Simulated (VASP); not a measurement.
# AlN (P6_3mc) in VASP: notebook

Runs on AlN. Level: PBE+D3(BJ). Tasks: relaxation of shape and atoms at fixed volume.

Everything below comes from runs of VASP 6.6.1. Logs are shortened: lines on timing, memory, paths and dates and some standing lists are left out, and cuts for length are marked.

**1. The undisturbed crystal**

It takes space group P6_3mc (No. 186, hexagonal). Conventional cell: a = 3.113 Å, b = 3.113 Å, c = 4.981 Å, α = 90.00°, β = 90.00°, γ = 120.00°. Al (site symmetry 3m) is surrounded by 4 N at 1.89 Å. Around N (site symmetry 3m) lie 4 Al at 1.89 Å.

**2. Relaxation of shape and atoms at fixed volume, PBE+D3(BJ) (a relaxed cell with its volume scaled by 1.02)**

Contents of INCAR:

```
  ALGO = Normal
  EDIFF = 1E-7
  EDIFFG = -0.01
  ENCUT = 600
  GGA = PE
  IBRION = 2
  ISIF = 4
  ISMEAR = 0
  IVDW = 12
  LASPH = T
  LCHARG = F
  LREAL = F
  LWAVE = F
  NELM = 80
  NSW = 40
  PREC = Accurate
  SIGMA = 0.03
```

Contents of KPOINTS:

```
k-points
0
Gamma
  12 12 6
```

Contents of POSCAR:

```
AlN                                     
1.0
    3.1278359475      0.0000000000     -0.0000000000
   -1.5639179738      2.7087853894      0.0000000000
    0.0000000000      0.0000000000      5.0086999915
  Al              N             
     2     2
Direct
     0.3333333332999970    0.6666666667000030    0.9990618219442239
     0.6666666667000030    0.3333333332999970    0.4990618219442238
     0.3333333332999970    0.6666666667000030    0.3809381780557788
     0.6666666667000030    0.3333333332999970    0.8809381780557787
```

Potentials or basis: VASP PAW PBE potentials, release 64 (Al, N).

Started as:

```console
$ cat potpaw_PBE.64/Al/POTCAR potpaw_PBE.64/N/POTCAR > POTCAR
$ mpirun -np 1 vasp_std > vasp.out
```

OUTCAR:

```text
EDIFF = 1E-7
   EDIFFG = -0.01
   ENCUT = 600
   GGA = PE
   IBRION = 2
   ISIF = 4
   ISMEAR = 0
   IVDW = 12
   LASPH = T
   LREAL = F
   NELM = 80
   NSW = 40
   PREC = Accurate
 IVDW          = 12

 ion  position               nearest neighbor table
   1  0.333  0.667  0.999-   4 1.90   4 1.90   4 1.90   3 1.91   2 3.09   2 3.09   2 3.09   2 3.09
                             2 3.09   2 3.09
   2  0.667  0.333  0.499-   3 1.90   3 1.90   3 1.90   4 1.91   1 3.09   1 3.09   1 3.09   1 3.09
                             1 3.09   1 3.09
   3  0.333  0.667  0.381-   2 1.90   2 1.90   2 1.90   1 1.91
   4  0.667  0.333  0.881-   1 1.90   1 1.90   1 1.90   2 1.91

  LATTYP: Found a hexagonal cell.
 ALAT       =     3.1278359475
 C/A-ratio  =     1.6013307845

  Lattice vectors:

 A1 = (   3.1278359475,   0.0000000000,   0.0000000000)
 A2 = (  -1.5639179738,   2.7087853894,   0.0000000000)
 A3 = (   0.0000000000,   0.0000000000,   5.0086999915)

Analysis of symmetry for initial positions (statically):
=====================================================================
 Subroutine PRICEL returns:
 Original cell was already a primitive cell.

 Routine SETGRP: Setting up the symmetry group for a
 hexagonal supercell.

 Subroutine GETGRP returns: Found 12 space group operations
 (whereof  6 operations were pure point group operations)
 out of a pool of 24 trial point group operations.

The static configuration has the point symmetry C_3v.
 The point group associated with its full space group is C_6v.

Analysis of symmetry for dynamics (positions and initial velocities):
=====================================================================
 Subroutine PRICEL returns:
 Original cell was already a primitive cell.

 Routine SETGRP: Setting up the symmetry group for a
 hexagonal supercell.

 Subroutine GETGRP returns: Found 12 space group operations
 (whereof  6 operations were pure point group operations)
 out of a pool of 24 trial point group operations.

The dynamic configuration has the point symmetry C_3v.
 The point group associated with its full space group is C_6v.

 Subroutine INISYM returns: Found 12 space group operations
 (whereof  6 operations are pure point group operations),
 and found     1 'primitive' translations

----------------------------------------------------------------------------------------

                                     Primitive cell

  volume of cell :      42.4369

  direct lattice vectors                    reciprocal lattice vectors
     3.127835947  0.000000000  0.000000000     0.319709862  0.184584575  0.000000000
    -1.563917974  2.708785389  0.000000000     0.000000000  0.369169150  0.000000000
     0.000000000  0.000000000  5.008699992     0.000000000  0.000000000  0.199652605

  length of vectors
     3.127835947  3.127835948  5.008699992     0.369169150  0.369169150  0.199652605

  position of ions in fractional coordinates (direct lattice)
     0.333333333  0.666666667  0.999061822
     0.666666667  0.333333333  0.499061822
     0.333333333  0.666666667  0.380938178
     0.666666667  0.333333333  0.880938178

  ion indices of the primitive-cell ions
   primitive index   ion index
                 1           1
                 2           2
                 3           3
                 4           4

----------------------------------------------------------------------------------------

 KPOINTS: k-points

Automatic generation of k-mesh.
 Grid dimensions read from file:
 generate k-points for:   12   12    6

 Generating k-lattice:

  Cartesian coordinates                     Fractional coordinates (reciprocal lattice)
[... 80 lines left out ...]
     AMIX_MAG =   1.60;   BMIX_MAG =  1.00
  volume/ion in A,a.u.               =      10.61        71.59
  Fermi-wavevector in a.u.,A,eV,Ry     =   1.182679  2.234940 19.030879  1.398730
  Thomas-Fermi vector in A             =   2.318929
   LORBIT       =      0    0 simple, 1 ext, 2 COOP (PROOUT), +10 PAW based schemes
   GGA     = PE    functional components
   LHFCALC =     F    Hartree Fock is set to
   AEXX    =    0.0000 exact exchange contribution
   IVDW    =    12    specifies the selected vdW correction
   LEPSILON=     F    determine dielectric tensor
   LRPA    =     F    only Hartree local field effects (RPA)
 conjugate gradient relaxation of ions
 non-spin polarized calculation
 Gauss-broadening in eV      SIGMA  =   0.03
  energy-cutoff  :      600.00
  volume of cell :       42.44
 maximum number of plane-waves:      1432
 NGX is ok and might be reduce to    28
   NGX = 13   NGY = 13   NGZ = 21

--------------------------------------- Ionic step        1  -------------------------------------------

 number of electron      15.9999999 magnetization

 Free energy of the ion-electron system (eV)
  ---------------------------------------------------
  ext. energy  EPLUGINS =         0.00000000
  ---------------------------------------------------
  free energy    TOTEN  =       -29.78335866 eV

  energy without entropy =      -29.78335866  energy(sigma->0) =      -29.78335866

------------------------ aborting loop because EDIFF is reached ----------------------------------------

 Edisp (eV)   -1.05673

 E8    (eV) :    -0.4127

  FORCE on cell =-STRESS in cart. coord.  units (eV):
  Direction    XX          YY          ZZ          XY          YZ          ZX
  --------------------------------------------------------------------------------------
  -------------------------------------------------------------------------------------
  Total      -1.04709    -1.04709    -0.97491     0.00000    -0.00000     0.00000
  in kB     -39.53220   -39.53220   -36.80715     0.00000    -0.00000     0.00000
  external pressure =      -38.62 kB  Pullay stress =        0.00 kB

 VOLUME and BASIS-vectors are now :
 -----------------------------------------------------------------------------
  energy-cutoff  :      600.00
  volume of cell :       42.44
      direct lattice vectors                 reciprocal lattice vectors
     3.127835947  0.000000000  0.000000000     0.319709862  0.184584575  0.000000000
    -1.563917974  2.708785389  0.000000000     0.000000000  0.369169150  0.000000000
     0.000000000  0.000000000  5.008699992     0.000000000  0.000000000  0.199652605

 POSITION                                       TOTAL-FORCE (eV/Angst)
 -----------------------------------------------------------------------------------
     -0.00000      1.80586      5.00400        -0.000000     -0.000000      0.008650
      1.56392      0.90293      2.49965         0.000000      0.000000      0.008650
     -0.00000      1.80586      1.90801        -0.000000      0.000000     -0.008650
      1.56392      0.90293      4.41236         0.000000     -0.000000     -0.008650
 -----------------------------------------------------------------------------------
    total drift:                               -0.000000      0.000000      0.000668

  FREE ENERGIE OF THE ION-ELECTRON SYSTEM (eV)
  ---------------------------------------------------
  free  energy   TOTEN  =       -30.8400862319 eV

  energy  without entropy=      -30.8400862319  energy(sigma->0) =      -30.84008623

--------------------------------------- Ionic step        2  -------------------------------------------

 number of electron      15.9999999 magnetization

 Free energy of the ion-electron system (eV)
  ---------------------------------------------------
  ext. energy  EPLUGINS =         0.00000000
  ---------------------------------------------------
  free energy    TOTEN  =       -29.78338839 eV

  energy without entropy =      -29.78338839  energy(sigma->0) =      -29.78338839

 E-fermi :   6.1867     XC(G=0): -10.8418

 val. band max:        5.9999389816   @ k =   0.0000   0.0000   0.0000
 cond. band min:      10.0694939862   @ k =   0.0000   0.0000   0.0000
 fundamental gap:      4.0695550047
 Fermi energy:         6.1867000064

 k-point     1 :       0.0000    0.0000    0.0000
  band No.  band energies     occupation
      1      -9.0919      2.00000
      2      -6.9982      2.00000
      3       0.0770      2.00000
      4       5.1474      2.00000
      5       5.1474      2.00000
      6       5.7916      2.00000
      7       5.7916      2.00000
      8       5.9999      2.00000
      9      10.0695      0.00000
     10      12.5322      0.00000
     11      16.4829      0.00000
     12      17.0449      0.00000
[... 331 lines left out ...]
 k-point    24 :       0.3333    0.0000    0.1667
  band No.  band energies     occupation
      1      -7.7948      2.00000
      2      -6.5964      2.00000
      3       1.1443      2.00000
      4       2.0948      2.00000
      5       2.6969      2.00000
      6       4.2505      2.00000
      7       5.2177      2.00000
      8       5.3481      2.00000
      9      11.7901      0.00000
     10      12.6053      0.00000
     11      14.3672      0.00000
     12      16.0525      0.00000

 [... further k-points ...]

------------------------ aborting loop because EDIFF is reached ----------------------------------------

 Edisp (eV)   -1.05674

 E8    (eV) :    -0.4127

  FORCE on cell =-STRESS in cart. coord.  units (eV):
  Direction    XX          YY          ZZ          XY          YZ          ZX
  --------------------------------------------------------------------------------------
  -------------------------------------------------------------------------------------
  Total      -1.02628    -1.02628    -1.01537     0.00000     0.00000     0.00000
  in kB     -38.74648   -38.74648   -38.33451     0.00000     0.00000     0.00000
  external pressure =      -38.61 kB  Pullay stress =        0.00 kB

 VOLUME and BASIS-vectors are now :
 -----------------------------------------------------------------------------
  energy-cutoff  :      600.00
  volume of cell :       42.44
      direct lattice vectors                 reciprocal lattice vectors
     3.126928595  0.000000000  0.000000000     0.319802634  0.184638137  0.000000000
    -1.563464297  2.707999599 -0.000000000    -0.000000000  0.369276273  0.000000000
     0.000000000 -0.000000000  5.011607201    -0.000000000  0.000000000  0.199536787

 POSITION                                       TOTAL-FORCE (eV/Angst)
 -----------------------------------------------------------------------------------
     -0.00000      1.80533      5.00732        -0.000000     -0.000000      0.008151
      1.56346      0.90267      2.50152         0.000000     -0.000000      0.008151
     -0.00000      1.80533      1.90869         0.000000      0.000000     -0.008151
      1.56346      0.90267      4.41450        -0.000000      0.000000     -0.008151
 -----------------------------------------------------------------------------------
    total drift:                               -0.000000      0.000000      0.000605

  FREE ENERGIE OF THE ION-ELECTRON SYSTEM (eV)
  ---------------------------------------------------
  free  energy   TOTEN  =       -30.8401239094 eV

  energy  without entropy=      -30.8401239094  energy(sigma->0) =      -30.84012391

 reached required accuracy - stopping structural energy minimisation
```

Wall time 47 s (1 thread of Intel Xeon Platinum 8259CL at 2.50GHz (Skylake/Cascade Lake), shared host); peak memory 0.21 GiB.

Results:

```
Free energy                  : -30.8401 eV
Energy gained by relaxing    : 0.0 meV/atom
Ionic steps                  : 2
Pressure after relaxing      : -3.9 GPa
Largest force after relaxing : 0.008 eV/Å
Band gap on the k mesh       : 4.07 eV, direct
Dispersion energy per atom   : -0.264 eV
```

Forces in eV/Å, atoms in the order of the input:
```
Al   0.000  0.000  0.008
Al   0.000  0.000  0.008
N    0.000  0.000 -0.008
N    0.000  0.000 -0.008
```

Final structure:
```
CELL_PARAMETERS angstrom
3.12693 0.00000 0.00000
-1.56346 2.70800 0.00000
0.00000 0.00000 5.01161
ATOMIC_POSITIONS crystal
Al 0.33333 0.66667 0.99915
Al 0.66667 0.33333 0.49915
N 0.33333 0.66667 0.38085
N 0.66667 0.33333 0.88085
```

Levels at points of the mesh, in eV from the valence-band top:
| k point | band 5 | band 6 | band 7 | band 8 | band 9 | band 10 | band 11 | band 12 |
| --- | --- | --- | --- | --- | --- | --- | --- | --- |
| (0.00, 0.00, 0.00) | -0.85 | -0.21 | -0.21 | 0.00 | 4.07 | 6.53 | 10.48 | 11.04 |
| (0.50, 0.00, 0.00) | -3.30 | -2.06 | -1.75 | -0.69 | 5.77 | 5.77 | 8.05 | 10.16 |
| (0.00, 0.00, 0.50) | -0.54 | -0.54 | -0.54 | -0.54 | 6.34 | 6.34 | 10.19 | 10.19 |
| (0.50, 0.00, 0.50) | -1.45 | -1.45 | -1.35 | -1.35 | 5.25 | 5.25 | 9.16 | 9.16 |

**3. Relaxation of shape and atoms at fixed volume, PBE+D3(BJ) (a relaxed cell with its volume scaled by 1.04)**

INCAR is that of step 2.

KPOINTS is that of step 2.

Changes to POSCAR since step 2:

```diff
@@ -2,5 +2,5 @@
 1.0
-    3.1278359475      0.0000000000     -0.0000000000
-   -1.5639179738      2.7087853894      0.0000000000
-    0.0000000000      0.0000000000      5.0086999915
+    3.1481471397      0.0000000000     -0.0000000000
+   -1.5740735698      2.7263753978      0.0000000000
+    0.0000000000      0.0000000000      5.0412249288
   Al              N
```

Potentials or basis: VASP PAW PBE potentials, release 64 (Al, N).

Started as:

```console
$ cat potpaw_PBE.64/Al/POTCAR potpaw_PBE.64/N/POTCAR > POTCAR
$ mpirun -np 1 vasp_std > vasp.out
```

Run time: 78 s. Hardware: 1 thread of Intel Xeon Platinum 8259CL at 2.50GHz (Skylake/Cascade Lake), shared host; peak memory 0.21 GiB.

Results (log left out):

| Property | Result |
| --- | --- |
| Free energy | -30.8120 eV |
| Energy gained by relaxing | 0.0 meV/atom |
| Ionic steps | 4 |
| Pressure after relaxing | -7.3 GPa |
| Largest force after relaxing | 0.009 eV/Å |
| Band gap on the k mesh | 3.91 eV, direct |
| Dispersion energy per atom | -0.259 eV |

Forces in eV/Å, atoms in the order of the input:
```
Al   0.000  0.000 -0.009
Al   0.000  0.000 -0.009
N    0.000  0.000  0.009
N    0.000  0.000  0.009
```

Stress tensor (GPa, compression positive):
```
-7.37  0.00  0.00
 0.00 -7.37  0.00
 0.00  0.00 -7.29
```

Step by step:
```
step  energy change (eV)  largest force (eV/Å)  pressure (GPa)
   1              0.0000                0.0158           -7.37
   2             -0.0001                0.0150           -7.36
   3             -0.0002                0.0147           -7.35
   4             -0.0002                0.0086           -7.35
```

Final structure:
```yaml
crystal:
  lattice:
    - [3.14555, 0.00000, 0.00000]
    - [-1.57278, 2.72413, 0.00000]
    - [0.00000, 0.00000, 5.04955]
  atoms:
    - { symbol: Al, position: [0.33333, 0.66667, 0.99948] }
    - { symbol: Al, position: [0.66667, 0.33333, 0.49948] }
    - { symbol: N, position: [0.33333, 0.66667, 0.38052] }
    - { symbol: N, position: [0.66667, 0.33333, 0.88052] }
```

Levels at points of the mesh, in eV from the valence-band top:
| k point | band 5 | band 6 | band 7 | band 8 | band 9 | band 10 | band 11 | band 12 |
| --- | --- | --- | --- | --- | --- | --- | --- | --- |
| (0.00, 0.00, 0.00) | -0.82 | -0.18 | -0.18 | 0.00 | 3.91 | 6.39 | 10.33 | 10.94 |
| (0.50, 0.00, 0.00) | -3.25 | -2.01 | -1.71 | -0.66 | 5.72 | 5.73 | 7.90 | 10.04 |
| (0.00, 0.00, 0.50) | -0.51 | -0.51 | -0.51 | -0.51 | 6.19 | 6.19 | 10.04 | 10.04 |
| (0.50, 0.00, 0.50) | -1.41 | -1.41 | -1.33 | -1.33 | 5.20 | 5.20 | 9.06 | 9.06 |
